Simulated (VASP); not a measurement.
Here is a VASP 6.6.1 calculation.

File INCAR:

```
ALGO = Fast
EDIFF = 1E-6
ENCUT = 520
GGA = PE
ISIF = 2
ISMEAR = 1
KPAR = 2
LASPH = T
LCHARG = F
LREAL = F
LWAVE = F
NBANDS = 30
NELM = 60
PREC = Accurate
SIGMA = 0.1
```

Contents of KPOINTS:

```
k-points
0
Gamma
  16 16 8
```

Contents of POSCAR:

```
Sc                                      
1.0
    3.3185146300      0.0000000000      0.0000000000
   -1.6592573100      2.8739180000      0.0000000000
    0.0000000000      0.0000000000     10.3254921191
  Sc            
     4
Direct
     1.0000000000000000    1.0000000000000000    0.0000000000000000
     0.3333330000000032    0.6666669999999968    0.2500000000000000
     0.0000000000000000    1.0000000000000000    0.5000000000000000
     0.3333330000000032    0.6666669999999968    0.7500000000000000
```

Potentials or basis: VASP PAW PBE potentials, release 64 (Sc_sv).

Run with:

```sh
$ cat potpaw_PBE.64/Sc_sv/POTCAR > POTCAR
$ mpirun -np 2 vasp_std > vasp.out
```

Predict the pressure.

0.0 GPa.

What does it give for the band gap on the k mesh?

None (metal or under the smearing width).
